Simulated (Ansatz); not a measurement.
**What a trial cell of W₃Se relaxes into**

Method: Ansatz 0.2.0, DFT PBE, scalar-relativistic, plane waves, PAW. Cutoff 420 eV, Γ-centred k mesh, Gaussian smearing, no spin polarisation in the final step.

The start puts W₃Se on the TiAl3 (D0_22) structure type (I4/mmm, No. 139), with Se in place of Ti, W in place of Al, at a guessed volume.

```yaml
crystal:
  lattice:
    - [-2.02761, 2.02761, 4.52920]
    - [2.02761, -2.02761, 4.52920]
    - [2.02761, 2.02761, -4.52920]
  atoms:
    - { symbol: W, position: [0.50000, 0.50000, 0.00000] }
    - { symbol: W, position: [0.25000, 0.75000, 0.50000] }
    - { symbol: W, position: [0.75000, 0.25000, 0.50000] }
    - { symbol: Se, position: [0.00000, 0.00000, 0.00000] }
```

Steps on the 6×6×6 mesh (4 atoms). 7 of 7 steps are shown, and the free energy counts from the last. Trial steps that were taken back and renewals of the plane-wave basis can be among the rows.

```csv
step,ΔF (meV/atom),V (Å³/atom),P (GPa)
1,207.9,18.62,-22.46
2,15.3,16.08,1.80
3,11.0,16.23,-0.34
4,0.5,16.39,-1.75
5,-0.2,16.29,-0.69
6,-0.5,16.25,-0.03
7,0.0,16.25,-0.04
```

A final relaxation ran on a 18×18×18 mesh. The relaxed crystal, I4/mmm (No. 139):

Space group I4/mmm (No. 139). a = 3.767 Å, b = 3.767 Å, c = 9.158 Å, α = 90.00°, β = 90.00°, γ = 90.00°
```json
{"atom": "W", "site": "2b", "symmetry": "4/mmm", "x": "0.5000", "y": "0.5000", "z": "0.0000"}
{"atom": "W", "site": "4d", "symmetry": "-4m2", "x": "0.5000", "y": "0.0000", "z": "0.2500"}
{"atom": "Se", "site": "2a", "symmetry": "4/mmm", "x": "0.0000", "y": "0.0000", "z": "0.0000"}
```

| Quantity | Value |
| --- | --- |
| Volume per atom | 16.24 Å³ |
| Density | 16.12 g/cm³ |
| Energy over the elements | 0.79 eV/atom |
| Gap on the 18×18×18 mesh | 0 eV (a metal) |

Formation energies are uncorrected and refer to the elements' standard structures at the same level.

The final run used a 18×18×18 mesh on its 4-atom cell and 0.10 eV smearing. The k mesh leaves about 4 meV/atom of noise in metals. Spin–orbit coupling is left out.

A structure relaxed within its symmetry needn't be a true minimum.

Cost: 3 runs of about 11 core-minutes in all, on Intel Xeon Processor @ 2.50GHz (Skylake/Cascade Lake) (shared hosts).